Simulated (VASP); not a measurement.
**Mg3Sb2: dielectric tensor with PBE**

The system is Mg3Sb2.

```
CELL_PARAMETERS angstrom
4.55465 0.00000 0.00000
-2.27732 3.94444 0.00000
0.00000 0.00000 7.18601
ATOMIC_POSITIONS crystal
Mg 0.33333 0.66667 0.63251
Mg 0.66667 0.33333 0.36749
Mg 0.00000 0.00000 0.00000
Sb 0.33333 0.66667 0.22374
Sb 0.66667 0.33333 0.77626
```

```yaml
Program: VASP 6.6.1
Task: dielectric tensor
Functional: PBE
Potentials_or_basis: VASP PAW PBE potentials, release 64 (Mg, Sb)
Cutoff: 520 eV
k_mesh: 9 × 9 × 5
Occupations: gaussian, width 0.03 eV
Spin: no spin polarisation
Monkhorst-Pack_mesh: no
Further_INCAR_settings: ALGO = Normal; EDIFF = 1e-08
```

| Quantity | Value |
| --- | --- |
| Band gap on the k mesh | 0.16 eV, indirect (least direct gap 1.14 eV) |
| Electronic dielectric tensor (diagonal) | 13.97, 13.97, 16.48 |
| Born charges (mean of the diagonal) | Mg +1.84, +3.17; Sb -3.43 e |

Levels at points of the mesh, in eV from the valence-band top:
```
           k point  band 6  band 7  band 8  band 9  band 10  band 11
(0.00, 0.00, 0.00)   -0.44   -0.44    0.00    1.14     1.18     3.00
```

Electronic dielectric tensor:
```
13.97  0.00  0.00
 0.00 13.97  0.00
 0.00  0.00 16.48
```

Born effective charge tensors (e):
atom 1, Mg
```
1.84 0.00 0.00
0.00 1.84 0.00
0.00 0.00 1.85
```
atom 2, Mg
```
1.84 0.00 0.00
0.00 1.84 0.00
0.00 0.00 1.85
```
atom 3, Mg
```
3.20 0.00 0.00
0.00 3.20 0.00
0.00 0.00 3.11
```
atom 4, Sb
```
-3.44  0.00  0.00
 0.00 -3.44  0.00
 0.00  0.00 -3.40
```
atom 5, Sb
```
-3.44  0.00  0.00
 0.00 -3.44  0.00
 0.00  0.00 -3.40
```

Run time: 3.2 min on 4 MPI ranks on AMD EPYC 9R45 (Zen 5), with other jobs on the host, peak memory 0.61 GiB a rank.

Caveat: the gap is small at this level, which inflates the dielectric constant; spin-orbit coupling is left out, which moves the levels of the heavy elements; an odd mesh through Γ misses points on the zone boundary, where band edges often lie. As with any semilocal functional, this PBE gap is likely too small.
